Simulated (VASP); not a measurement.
A run of VASP 6.6.1:

Contents of POSCAR:

```
AlN                                     
1.0
    3.1943307161      0.0000000000      0.0000000000
    0.0000000000      5.1748157601      0.0000000000
    0.0000000000      0.0000000000      5.3402129618
  Al              N             
     4     4
Direct
     1.0000000000000000    0.9996098332066803    0.3324646670738817
     0.5000000000000000    0.9996098332066803    0.8324646670738818
     0.5000000000000000    0.4996098332066803    0.1675353329261182
     1.0000000000000000    0.4996098332066803    0.6675353329261182
     0.0000000000000000    0.6223901667933196    0.3300688032744849
     0.5000000000000000    0.6223901667933196    0.8300688032744851
     0.5000000000000000    0.1223901667933195    0.1699311967255151
     0.0000000000000000    0.1223901667933195    0.6699311967255149
```

Contents of INCAR.step1:

```
SYSTEM = AlN
PREC     = Accurate       ! precision mode
ENCUT    = 520            ! plane-wave cutoff, eV
EDIFF    = 1E-6           ! SCF threshold, eV
ISMEAR   = 0              ! smearing method
SIGMA    = 0.02           ! smearing width, eV
LREAL    = .FALSE.        ! projectors in reciprocal space
LASPH    = .TRUE.         ! aspherical terms in the spheres
NELM     = 100            ! most SCF steps
ALGO     = Fast           ! electronic algorithm
ISIF     = 2              ! what is computed and relaxed
LWAVE    = .FALSE.        ! write WAVECAR
LCHARG   = .TRUE.         ! write CHGCAR
LNONCOLLINEAR= .TRUE.         ! non-collinear magnetism
MAGMOM   = 0 0 0 0 0 0 0 0 0 0 0 0 0 0 0 0 0 0 0 0 0 0 0 0 ! initial moments
LORBIT   = 11             ! projections on sites
LSORBIT  = .TRUE.         ! spin-orbit coupling
GGA_COMPAT= .FALSE.      
GGA      = PE             ! functional
NBANDS   = 50             ! bands
KPAR     = 8
```

KPOINTS.step1

```
regular mesh
0
G
  8 5 5
  0 0 0
```

File INCAR.step2:

```
SYSTEM = AlN
PREC     = Accurate       ! precision mode
ENCUT    = 520            ! plane-wave cutoff, eV
EDIFF    = 1E-6           ! SCF threshold, eV
ISMEAR   = 0              ! smearing method
SIGMA    = 0.05           ! smearing width, eV
LREAL    = .FALSE.        ! projectors in reciprocal space
LASPH    = .TRUE.         ! aspherical terms in the spheres
NELM     = 100            ! most SCF steps
ALGO     = Fast           ! electronic algorithm
ISIF     = 2              ! what is computed and relaxed
LWAVE    = .FALSE.        ! write WAVECAR
LCHARG   = .FALSE.        ! write CHGCAR
LNONCOLLINEAR= .TRUE.         ! non-collinear magnetism
MAGMOM   = 0 0 0 0 0 0 0 0 0 0 0 0 0 0 0 0 0 0 0 0 0 0 0 0 ! initial moments
LORBIT   = 11             ! projections on sites
LSORBIT  = .TRUE.         ! spin-orbit coupling
GGA_COMPAT= .FALSE.      
GGA      = PE             ! functional
NBANDS   = 50             ! bands
ICHARG   = 11             ! starting density
KPAR     = 8
```

KPOINTS.step2

```
path GXSYGZURTZ,YT,UX,SR
10
line-mode
reciprocal
 0.0000000000  0.0000000000  0.0000000000  G
 0.5000000000  0.0000000000  0.0000000000  X

 0.5000000000  0.0000000000  0.0000000000  X
 0.5000000000  0.5000000000  0.0000000000  S

 0.5000000000  0.5000000000  0.0000000000  S
 0.0000000000  0.5000000000  0.0000000000  Y

 0.0000000000  0.5000000000  0.0000000000  Y
 0.0000000000  0.0000000000  0.0000000000  G

 0.0000000000  0.0000000000  0.0000000000  G
 0.0000000000  0.0000000000  0.5000000000  Z

 0.0000000000  0.0000000000  0.5000000000  Z
 0.5000000000  0.0000000000  0.5000000000  U

 0.5000000000  0.0000000000  0.5000000000  U
 0.5000000000  0.5000000000  0.5000000000  R

 0.5000000000  0.5000000000  0.5000000000  R
 0.0000000000  0.5000000000  0.5000000000  T

 0.0000000000  0.5000000000  0.5000000000  T
 0.0000000000  0.0000000000  0.5000000000  Z

 0.0000000000  0.5000000000  0.0000000000  Y
 0.0000000000  0.5000000000  0.5000000000  T

 0.5000000000  0.0000000000  0.5000000000  U
 0.5000000000  0.0000000000  0.0000000000  X

 0.5000000000  0.5000000000  0.0000000000  S
 0.5000000000  0.5000000000  0.5000000000  R
```

Potentials or basis: VASP PAW PBE potentials, release 64 (Al, N).

Run with:

```console
$ cat potpaw_PBE.64/Al/POTCAR potpaw_PBE.64/N/POTCAR > POTCAR
$ cp INCAR.step1 INCAR
$ cp KPOINTS.step1 KPOINTS
$ mpirun -np 8 vasp_ncl > vasp.out
$ cp INCAR.step2 INCAR
$ cp KPOINTS.step2 KPOINTS
$ mpirun -np 8 vasp_ncl > vasp.out
```

Hardware: 8 MPI ranks on Intel(R) Xeon(R) Platinum 8559C (Emerald Rapids), on a shared host.

**Question.** How long does it take, and how much memory?

**Answer.** Run time: 2.8 min on 8 MPI ranks on Intel(R) Xeon(R) Platinum 8559C (Emerald Rapids) (shared host), peak memory 0.78 GiB a rank. Counts: scf iterations 9, k points 120.
